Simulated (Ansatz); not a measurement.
A run of Ansatz 0.2.0:

The input input.yaml:

```yaml
crystal:
  lattice:
    - [3.1835163551, 0.0, 0.0]
    - [-1.5917581776, 2.7570060369, 0.0]
    - [0.0, 0.0, 45.7822321587]
  atoms:
    - { symbol: S, position: [0.66666667, 0.33333334, 0.1638190111] }
    - { symbol: S, position: [0.66666667, 0.33333334, 0.4659374011] }
    - { symbol: W, position: [0.33333333, 0.66666666, 0.5] }
    - { symbol: S, position: [0.66666667, 0.33333334, 0.5340625989] }
    - { symbol: S, position: [0.66666667, 0.33333334, 0.8361809889] }
hamiltonian:
  xc: pbe
  pseudopotentials: { kind: paw }
kpoints:
  mp_grid: { grid: [10, 10, 1] }
scf:
  occupations: { method: fermi_dirac, width: 0.05 }
output:
  forces: true
  eigenvalues: true
  write_density: true
  write_potential: true
  elf: true
  volumetric_format: npy
efield:
  axis: 3
  dipole_correction: true
  ramp_width: 0.04
```

Potentials or basis: Ansatz PAW.

Run with:

```sh
$ ansatz run input.yaml --threads 4 --pin off --max-ram 11264MiB --backend cpu --events-out ev --progress --plain --runs-dir out
```

Hardware: 4 threads of Arm Neoverse V1, with other jobs on the host.

Q: How long does it take, and how much memory?

A: Wall time 5.4 s on 4 threads of Arm Neoverse V1, with other jobs on the host, peak memory 0.68 GiB. Counts: scf iterations 11, plane waves 7881, k points 14, bands 24.
